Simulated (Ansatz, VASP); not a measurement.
Ca in VASP and in Ansatz

```
Ca
1.0
     0.00000    2.75644    2.75644
     2.75644    0.00000    2.75644
     2.75644    2.75644    0.00000
Ca
1
Direct
  0.00000 0.00000 0.00000
```

Change from the starting cell: volume scaled by 0.96.

Alike in both runs: task single point; functional LDA; k mesh 8 × 8 × 8; occupations methfessel-paxton of order 1, width 0.2 eV; no spin polarisation.

|  | VASP | Ansatz |
| --- | --- | --- |
| version | VASP 6.6.1 | Ansatz 0.2.0 |
| potentials or method | VASP PAW LDA potentials, release 64 (Ca_sv), cutoff 520 eV | all-electron LAPW, scalar-relativistic |

```tsv
	VASP	Ansatz	Ansatz less VASP
gap on the k mesh at the Fermi level (eV)	none	none	-
pressure (GPa)	-1.6	-1.6	+0.02
```

A gap of «none» marks a metal or a gap that the smearing closes. Ansatz ran all-electron here, so the differences hold the error of VASP's frozen core and of both bases.
